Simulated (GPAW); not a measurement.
The system is Sb.

```
Sb
1.0
    -1.87134    1.87134    1.87134
     1.87134   -1.87134    1.87134
     1.87134    1.87134   -1.87134
Sb
1
Direct
  0.00000 0.00000 0.00000
```

This isn't the form of Sb at room conditions, which is rhombohedral.

Program: GPAW 26.7.0. Alike in all runs: no spin polarisation; cell as given; k mesh 10 × 10 × 10; cutoff (eV) 600. Hardware: 1 thread of Arm Neoverse V2, on a shared host.

Problem. Order these runs on this cell by their wall time, lowest first.
A. task band structure; level LDA; potentials or basis the program's PAW data sets (release 1.2.1) made for this functional, pw; smearing fermi-dirac 0.05 eV; band path GHNGPH,PN; band points 80
B. task single point; level LDA; potentials or basis the program's PAW data sets (release 1.2.1) made for this functional, pw; smearing gaussian 0.1 eV
C. task band structure; level r2SCAN; potentials or basis GPAW PAW data sets (gpaw-data 1.2.1), pw; smearing fermi-dirac 0.05 eV; band path GHNGPH,PN; band points 80

Solution. B (7.2 s), A (17 s), C (54 s).

Not every run made on this cell is shown here.
